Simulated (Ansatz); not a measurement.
ScAl₂ under pressure

Method: DFT r2SCAN, scalar-relativistic, plane waves, PAW in Ansatz 0.2.0. Run with 500 eV cutoff, 8×8×8 k-mesh, Gaussian smearing of 0.10 eV, no spin polarisation.

Starting point, cell and atoms relaxed:

```
CELL_PARAMETERS angstrom
0.00000 3.77765 3.77765
3.77765 0.00000 3.77765
3.77765 3.77765 0.00000
ATOMIC_POSITIONS crystal
Sc 0.50000 0.50000 0.50000
Sc 0.75000 0.75000 0.75000
Al 0.12500 0.12500 0.12500
Al 0.62500 0.12500 0.12500
Al 0.12500 0.62500 0.12500
Al 0.12500 0.12500 0.62500
```

Cell and atoms are relaxed at each pressure within the symmetry of the start, at zero temperature, so transitions that lower the symmetry aren't seen. The k-mesh given is that at zero pressure and may differ at others. a, b and c are the lengths of the cell vectors above. ΔH is E + PV over the energy at zero pressure.

```tsv
P (GPa)	V (Å³/atom)	V/V0	a (Å)	b (Å)	c (Å)	ΔH (eV/atom)
-1	18.18	1.011	5.363	5.363	5.363	-0.113
0	17.97	1.000	5.342	5.342	5.342	0.000
1	17.80	0.990	5.325	5.325	5.325	0.112
4	17.28	0.962	5.273	5.273	5.273	0.440
12	16.21	0.902	5.162	5.162	5.162	1.275
25	14.97	0.833	5.026	5.026	5.026	2.535
50	13.37	0.744	4.841	4.841	4.841	4.735
90	11.79	0.656	4.643	4.643	4.643	7.860
```